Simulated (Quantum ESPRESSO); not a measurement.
Something may be wrong with this Quantum ESPRESSO 7.5 calculation of Ca.

Contents of pw.in:

```
&CONTROL
  calculation = 'relax'
  prefix = 'pwscf'
  outdir = './tmp'
  pseudo_dir = './pseudo'
  tprnfor = .true.
  disk_io = 'low'
  nstep = 30
  forc_conv_thr = 0.0004
  etot_conv_thr = 1d-05
/
&SYSTEM
  ibrav = 0
  nat = 2
  ntyp = 1
  ecutwfc = 55
  ecutrho = 440
  nbnd = 16
  input_dft = 'blyp'
  occupations = 'smearing'
  smearing = 'mv'
  degauss = 0.00367493
  vdw_corr = 'grimme-d3'
  dftd3_version = 4
  dftd3_threebody = .false.
/
&ELECTRONS
  conv_thr = 4d-10
  electron_maxstep = 50
  mixing_beta = 0.5
/
&IONS
  ion_dynamics = 'bfgs'
/
ATOMIC_SPECIES
Ca    40.0780 Ca_pbe_v1.uspp.F.UPF
CELL_PARAMETERS angstrom
   2.0964874600   -2.1017318100   -2.4453524600
  -2.0964874600   -2.1017318100   -2.4453524600
   0.0000000000    4.2034636200   -4.8907049200
ATOMIC_POSITIONS crystal
Ca     0.2447745500    0.2603442600    0.2327308200
Ca     0.7552254500    0.7396557400    0.7672691800
```

Potentials or basis: SSSP 1.3 efficiency PBE.

Launch:

```sh
$ OMP_NUM_THREADS=1 pw.x -in pw.in > pw.out
```

pw.out:

```text
This program is part of the open-source Quantum ESPRESSO suite
     for quantum simulation of materials; please cite
         "P. Giannozzi et al., J. Phys.:Condens. Matter 21 395502 (2009);
         "P. Giannozzi et al., J. Phys.:Condens. Matter 29 465901 (2017);
         "P. Giannozzi et al., J. Chem. Phys. 152 154105 (2020);
     in publications or presentations arising from this work. More details at

     IMPORTANT: XC functional enforced from input :
     Exchange-correlation= BLYP
                           (   1   3   1   3   0   0   0)
     Any further DFT definition will be discarded
     Please, verify this is what you really want

     gamma-point specific algorithms are used
     Message from routine setup:
     using ibrav=0 with symmetry is DISCOURAGED, use correct ibrav instead

     G-vector sticks info
     --------------------
     sticks:   dense  smooth     PW     G-vecs:    dense   smooth      PW
     Sum        1695     851    215                90691    32063    4031

     Using Slab Decomposition

     bravais-lattice index     =            0
[... 283 lines left out ...]

ATOMIC_POSITIONS (crystal)
Ca               0.2507200621        0.2509449757        0.2499647647
Ca               0.7492799379        0.7490550243        0.7500352353

     NEW-OLD atomic charge density approx. for the potential

     Check: negative core charge=   -0.000002

     Self-consistent Calculation

     iteration #  1     ecut=    55.00 Ry     beta= 0.50
     Davidson diagonalization with overlap
     ethr =  1.00E-06,  avg # of iterations =  1.0

     Threshold (ethr) on eigenvalues was too large:
     Diagonalizing with lowered threshold

     Davidson diagonalization with overlap
     ethr =  2.16E-10,  avg # of iterations =  4.0

     total energy              =    -149.97618627 Ry
     estimated scf accuracy    <          8.9E-09 Ry
[... 50 lines left out ...]
     Total force =     0.000078     Total SCF correction =     0.000004
     Energy error            =      1.1E-08 Ry
     Gradient error          =      4.5E-05 Ry/Bohr

     bfgs converged in   9 scf cycles and   8 bfgs steps
     (criteria: energy <  1.0E-05 Ry, force <  4.0E-04 Ry/Bohr)

     End of BFGS Geometry Optimization

     Final energy             =    -149.9761862744 Ry

Begin final coordinates

ATOMIC_POSITIONS (crystal)
Ca               0.2507200621        0.2509449757        0.2499647647
Ca               0.7492799379        0.7490550243        0.7500352353
End final coordinates

=------------------------------------------------------------------------------=
   JOB DONE.
=------------------------------------------------------------------------------=
```

Among its messages:

```text
SCF correction compared to forces is large
```

Q: What happened, and what is wrong with the input?

A: Self-consistency was reached. The input holds a flaw that was put in on purpose: missing k-point card. The program doesn't stop on it, so the numbers can't be trusted though the run ends normally.
